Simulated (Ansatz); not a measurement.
# CsBr, space group Pm-3m: a phonon calculation by finite displacements

Program: the Python package of Ansatz (0.2.0).

Contents of `csbr.vasp`:
```text
CsBr
1.0
   4.28600000    0.00000000    0.00000000
   0.00000000    4.28600000    0.00000000
   0.00000000    0.00000000    4.28600000
Cs Br
1 1
Direct
   0.00000000    0.00000000    0.00000000
   0.50000000    0.50000000    0.50000000
```

`phonons.py`
```python
"""Phonons of CsBr by finite displacements."""

from pathlib import Path
import warnings

import ansatz
from ase.io import read
import numpy as np

SETTINGS = {
    "functional": "PBE",
    "smearing": "Fixed",
    "mesh": (4, 4, 4),
}

warnings.simplefilter("ignore", ansatz.DeckWarning)

atoms = read("csbr.vasp", format="vasp")
xtal = ansatz.Crystal.from_ase(atoms)

# the k mesh has to be a multiple of the supercell
calc = xtal.calculation()
calc = calc.functional(SETTINGS["functional"])
calc = calc.pseudopotentials("paw").occupations(SETTINGS["smearing"])
calc = calc.kpoints(*SETTINGS["mesh"]).phonons("fd", supercell=2, temperatures=(0, 1000, 100))
res = calc.run(threads=1, runs_dir="phonon_runs")
folder = Path(res.output_folder) / "results"
ph = res.phonons

for mode, w in enumerate(ph.gamma_omega_inv_cm, start=1):
    print(f"Gamma mode {mode:2d}: {w:8.1f} 1/cm  {w / 33.35641:7.3f} THz")
print(f"{ph.n_members} displaced supercells, sum-rule residual {ph.asr_residual_pre_ev_ang2:.1e} eV/A^2")
sums = ph.harmonic_sums
print(f"zero-point energy {1000 * sums.zero_point_energy_ev:.2f} meV per cell")
t, f_vib = np.asarray(sums.temperatures_k), np.asarray(sums.vibrational_free_energy_ev)
for temperature, value in zip(t, f_vib):
    print(f"T = {temperature:6.0f} K   F_vib = {1000 * value:9.2f} meV per cell")
```

```console
$ python phonons.py
Gamma mode  1:      0.0 1/cm    0.000 THz
Gamma mode  2:      0.0 1/cm    0.000 THz
Gamma mode  3:      0.0 1/cm    0.000 THz
Gamma mode  4:     69.1 1/cm    2.071 THz
Gamma mode  5:     69.1 1/cm    2.071 THz
Gamma mode  6:     69.1 1/cm    2.071 THz
2 displaced supercells, sum-rule residual 1.5e-04 eV/A^2
zero-point energy 22.19 meV per cell
T =      0 K   F_vib =     22.19 meV per cell
T =    100 K   F_vib =     -8.58 meV per cell
T =    200 K   F_vib =    -91.37 meV per cell
T =    300 K   F_vib =   -200.65 meV per cell
T =    400 K   F_vib =   -327.36 meV per cell
T =    500 K   F_vib =   -467.07 meV per cell
T =    600 K   F_vib =   -617.16 meV per cell
T =    700 K   F_vib =   -775.89 meV per cell
T =    800 K   F_vib =   -942.02 meV per cell
T =    900 K   F_vib =  -1114.62 meV per cell
T =   1000 K   F_vib =  -1292.97 meV per cell
```

Caveats:
- The cell isn't relaxed first, so the values belong to this volume.
- The k-point mesh is coarse, and energy and stress weren't tested for convergence.
- A negative frequency stands for an imaginary mode.
- Of the deposited cell: the entry's cell lengths or inner coordinates differ somewhat from later room-temperature determinations.
- No non-analytic term is added, so at the zone centre the longitudinal optical modes of a polar crystal aren't split off.
- The structure is a deposited one; some such entries were measured under pressure or heat, so a shift against it needn't be the functional's error alone.
- The structure is taken as given and the supercell is small; imaginary modes can come from an unrelaxed or unstable start.
- Hardware and time: 23 s on 1 thread of Arm Neoverse V2, on a shared host, peak memory 0.99 GiB.
